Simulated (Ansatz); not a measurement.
# Zn16F33: the cost of one run

Computed with Ansatz 0.2.0 (DFT PBE, scalar-relativistic, plane waves, PAW, unless a step's input says otherwise).

2 further runs of the same task are left out: 2 set aside as unsound or not needed.

### Step 1. Starting point

It takes space group P4_2/mnm (No. 136, tetragonal). The conventional cell has a = 4.800 Å, b = 4.800 Å, c = 3.175 Å, α = 90.00°, β = 90.00°, γ = 90.00°. Zn (site symmetry mmm) is surrounded by 6 F at 2.07 Å. Around F (site symmetry m2m) lie 3 Zn at 2.07 Å.

Structure file:

```cif
data_structure
_symmetry_space_group_name_H-M 'P 1'
_symmetry_Int_Tables_number 1
_cell_length_a 4.7999
_cell_length_b 4.7999
_cell_length_c 3.1755
_cell_angle_alpha 90.000
_cell_angle_beta 90.000
_cell_angle_gamma 90.000
_cell_volume 73.16
loop_
_atom_site_label
_atom_site_type_symbol
_atom_site_fract_x
_atom_site_fract_y
_atom_site_fract_z
_atom_site_occupancy
Zn1 Zn 0.50000 0.50000 0.50000 1
Zn2 Zn 0.00000 0.00000 0.00000 1
F1 F 0.69562 0.69562 0.00000 1
F2 F 0.80438 0.19562 0.50000 1
F3 F 0.30438 0.30438 0.00000 1
F4 F 0.19562 0.80438 0.50000 1
```

It goes back to an entry of the Materials Project.

It is the result of an earlier relaxation at this level (volume 12.19 Å³/atom; gap on the mesh: 3.52 eV).

The host's static dielectric tensor, from an earlier linear-response run, has a mean of 8.60.

The perfect supercell (rows 1 1 -2; -1 1 2; 1 -1 2 in vectors of this cell) comes from an earlier run at this level (48 atoms, E(σ→0) -78993.5642 eV, gap 4.09 eV on its own mesh).

### Step 2. Setting up the defect

The extra atom is put at (0.250, 0.312, 0.062) of the supercell, the middle of a void of radius 1.91 Å. The other atoms start on their ideal sites. Its neighbours are 4 F at 1.91 Å.

### Step 3. Charge state 0

input.yaml reads:

```yaml
crystal:
  lattice:
    - [4.7998656285, 4.7998656285, -6.3509536045]
    - [-4.7998656285, 4.7998656285, 6.3509536045]
    - [4.7998656285, -4.7998656285, 6.3509536045]
  atoms:
    - { symbol: Zn, position: [0.5, 0.375, 0.375] }
    - { symbol: Zn, position: [0.5, 0.625, 0.625] }
    - { symbol: Zn, position: [0.5, 0.875, 0.875] }
    - { symbol: Zn, position: [0.5, 0.125, 0.125] }
    - { symbol: Zn, position: [0.0, 0.875, 0.375] }
    - { symbol: Zn, position: [0.0, 0.125, 0.625] }
    - { symbol: Zn, position: [0.0, 0.375, 0.875] }
    - { symbol: Zn, position: [0.0, 0.625, 0.125] }
    - { symbol: Zn, position: [0.0, 0.0, 0.0] }
    - { symbol: Zn, position: [0.0, 0.25, 0.25] }
    - { symbol: Zn, position: [0.0, 0.5, 0.5] }
    - { symbol: Zn, position: [0.0, 0.75, 0.75] }
    - { symbol: Zn, position: [0.5, 0.5, 0.0] }
    - { symbol: Zn, position: [0.5, 0.75, 0.25] }
    - { symbol: Zn, position: [0.5, 0.0, 0.5] }
    - { symbol: Zn, position: [0.5, 0.25, 0.75] }
    - { symbol: F, position: [0.6956244826, 0.3478122413, 0.3478122413] }
    - { symbol: F, position: [0.6956244826, 0.5978122413, 0.5978122413] }
    - { symbol: F, position: [0.6956244826, 0.8478122413, 0.8478122413] }
    - { symbol: F, position: [0.6956244826, 0.0978122413, 0.0978122413] }
    - { symbol: F, position: [0.1956244826, 0.8478122413, 0.3478122413] }
    - { symbol: F, position: [0.1956244826, 0.0978122413, 0.5978122413] }
    - { symbol: F, position: [0.1956244826, 0.3478122413, 0.8478122413], spin: 0.2 }
    - { symbol: F, position: [0.1956244826, 0.5978122413, 0.0978122413] }
    - { symbol: F, position: [0.5, 0.2228122413, 0.5271877587] }
    - { symbol: F, position: [0.5, 0.4728122413, 0.7771877587] }
    - { symbol: F, position: [0.5, 0.7228122413, 0.0271877587] }
    - { symbol: F, position: [0.5, 0.9728122413, 0.2771877587] }
    - { symbol: F, position: [0.0, 0.7228122413, 0.5271877587] }
    - { symbol: F, position: [0.0, 0.9728122413, 0.7771877587] }
    - { symbol: F, position: [0.0, 0.2228122413, 0.0271877587], spin: 0.2 }
    - { symbol: F, position: [0.0, 0.4728122413, 0.2771877587] }
    - { symbol: F, position: [0.3043755174, 0.1521877587, 0.1521877587], spin: 0.2 }
    - { symbol: F, position: [0.3043755174, 0.4021877587, 0.4021877587] }
    - { symbol: F, position: [0.3043755174, 0.6521877587, 0.6521877587] }
    - { symbol: F, position: [0.3043755174, 0.9021877587, 0.9021877587] }
    - { symbol: F, position: [0.8043755174, 0.6521877587, 0.1521877587] }
    - { symbol: F, position: [0.8043755174, 0.9021877587, 0.4021877587] }
    - { symbol: F, position: [0.8043755174, 0.1521877587, 0.6521877587] }
    - { symbol: F, position: [0.8043755174, 0.4021877587, 0.9021877587] }
    - { symbol: F, position: [0.5, 0.5271877587, 0.2228122413], spin: 0.2 }
    - { symbol: F, position: [0.5, 0.7771877587, 0.4728122413] }
    - { symbol: F, position: [0.5, 0.0271877587, 0.7228122413] }
    - { symbol: F, position: [0.5, 0.2771877587, 0.9728122413] }
    - { symbol: F, position: [0.0, 0.0271877587, 0.2228122413] }
    - { symbol: F, position: [0.0, 0.2771877587, 0.4728122413] }
    - { symbol: F, position: [0.0, 0.5271877587, 0.7228122413] }
    - { symbol: F, position: [0.0, 0.7771877587, 0.9728122413] }
    - { symbol: F, position: [0.25, 0.3125, 0.0625], spin: 0.2 }
  host:
    lattice:
      - [4.7998656285, 0.0, 0.0]
      - [0.0, 4.7998656285, 0.0]
      - [0.0, 0.0, 3.1754768022]
    atoms:
      - { symbol: Zn, position: [0.5, 0.5, 0.5] }
      - { symbol: Zn, position: [0.0, 0.0, 0.0] }
      - { symbol: F, position: [0.6956244826, 0.6956244826, 0.0] }
      - { symbol: F, position: [0.8043755174, 0.1956244826, 0.5] }
      - { symbol: F, position: [0.3043755174, 0.3043755174, 0.0] }
      - { symbol: F, position: [0.1956244826, 0.8043755174, 0.5] }
basis:
  ecutwfc: 420
  xc_grid: 2
kpoints:
  mp_grid: { grid: [2, 2, 2], shift: [0.5, 0.5, 0.5] }
hamiltonian:
  xc: pbe
scf:
  occupations: { method: gaussian, width: 0.01 }
output:
  forces: true
  stress: false
  eigenvalues: true
  populations: true
  charged_corrections:
    defect_position: [0.25, 0.3125, 0.0625]
    epsilon: [[9.3096, 0.0, 0.0], [0.0, 9.3096, 0.0], [0.0, 0.0, 7.1905]]
  write_density: true
  write_potential: true
  elf: true
  volumetric_format: npy
magnetization:
  spin_polarized: true
relax:
  adjacent_minimum: "off"
  f_tol: 0.025
  max_steps: 45
```

Launch:

```bash
> ansatz run input.yaml --threads 4 --pin off --max-ram 6144MiB --backend cpu --events-out ev --progress --plain --runs-dir out
```

Q: Estimate wall time and peak memory on 4 threads of AMD EPYC 7B13 (Zen 3), shared host.

About 5.8 min, with a peak of 3.3 GiB.
